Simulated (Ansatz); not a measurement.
**How far is this In₂As₃ from the hull?**

The calculation used DFT PBE, scalar-relativistic, plane waves, PAW in Ansatz 0.2.0. Settings: cutoff 420 eV, Γ-centred meshes spaced at most about 0.3 Å⁻¹, and about 0.25 Å⁻¹ or finer for metals (2π included), Gaussian smearing. No spin polarisation.

Energies over the elements count from the elements' standard structures at the same level, with no fitted energy shifts.

Temperature and zero-point effects are left out. In In2As3 P-4m2 an odd number of electrons in the primitive cell allows no gap without spin; a larger cell or a magnetic state could open one. The reference form of As is held partly by dispersion forces, which this level lacks.

The competitors are the elements and 1 reference phase of this chemical system (from databases or known types: InAs), relaxed at the same level; other known phases may be missing.

The candidate was reached from: Er2Se3 type (P-4m2).

```cif
data_structure
_symmetry_space_group_name_H-M 'P 1'
_symmetry_Int_Tables_number 1
_cell_length_a 3.8506
_cell_length_b 3.8506
_cell_length_c 8.4451
_cell_angle_alpha 90.000
_cell_angle_beta 90.000
_cell_angle_gamma 90.000
_cell_volume 125.22
loop_
_atom_site_label
_atom_site_type_symbol
_atom_site_fract_x
_atom_site_fract_y
_atom_site_fract_z
_atom_site_occupancy
In1 In 0.50000 0.00000 0.36811 1
In2 In 0.00000 0.50000 0.63189 1
As1 As 0.00000 0.50000 0.20948 1
As2 As 0.50000 0.00000 0.79052 1
As3 As 0.50000 0.50000 0.00000 1
```

Task: Where does it stand against these competitors?

Result: Not stable. Its formation energy is 0.105 eV/atom. The lowest competing mixture at this composition is this:

```csv
phase,space group,source,share of atoms,ΔE_f (eV/atom)
As,-,element,0.2000,-0.0005
InAs,F-43m (No. 216),Materials Project,0.8000,-0.244
```

The lowest database cell of As (-0.0005) lies slightly below the reference, hence the non-zero entry.

The mixture lies at -0.195 eV/atom, and the candidate lies 0.30 eV/atom above it. The candidate matches no cell in the subsets of the Crystallography Open Database and the Materials Project at hand. The margin is far too high for a likely synthesis. It holds As–As nets (shortest 2.61 Å).
